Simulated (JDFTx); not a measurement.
Runs of JDFTx 1.7.0 (patched build) on MgS (Niningerite). Symmetry: Fm-3m, No. 225, cubic system. The conventional cell has a = 5.203 Å, b = 5.203 Å, c = 5.203 Å, α = 90.00°, β = 90.00°, γ = 90.00°. Around S (site symmetry m-3m) lie 6 Mg at 2.60 Å. Around Mg (site symmetry m-3m) lie 6 S at 2.60 Å. 

```tsv
task	level	potentials or basis	k mesh	cutoff (eV)	smearing	max SCF steps	SCF threshold on the energy	solver of the electrons	further solve for the empty bands	band ratio of the Davidson solver	mesh quality	gap on the mesh (eV)	pressure (GPa)
single point	PBEsol	PseudoDojo-SR-PBEsol-0.4.1-standard with smoothed tails	9 × 9 × 9	1143	gaussian 0.02 eV	100	1e-09 Ha	scf	yes	-	not flagged	2.83	-0.9
single point	r2SCAN	SG15-PBE-1.2 with smoothed tails	4 × 4 × 4	1088	fermi-dirac 0.05 eV	100	1e-09 Ha	scf	yes	-	coarse	(a)	0.7
single point	LDA	SG15-PBE-1.2 with smoothed tails	4 × 4 × 4	1088	fermi-dirac 0.05 eV	100	1e-09 Ha	scf	yes	-	coarse	2.43	-2.6
single point	PBEsol	PseudoDojo-SR-PBEsol-0.4.1-standard with smoothed tails	9 × 9 × 9	1143	fermi-dirac 0.05 eV	100	1e-09 Ha	scf	yes	-	not flagged	2.83	-0.9
```

Alike in all rows: no spin polarisation; cell as given.

Q: Estimate the missing entries.

A: (a) 3.50.

Caveats: some runs use coarse meshes; an odd mesh through Γ misses points on the zone boundary, where band edges often lie (some runs); the potentials were made for another functional, which shifts forces and pressure (some runs); the empty levels aren't tightly converged (some runs).
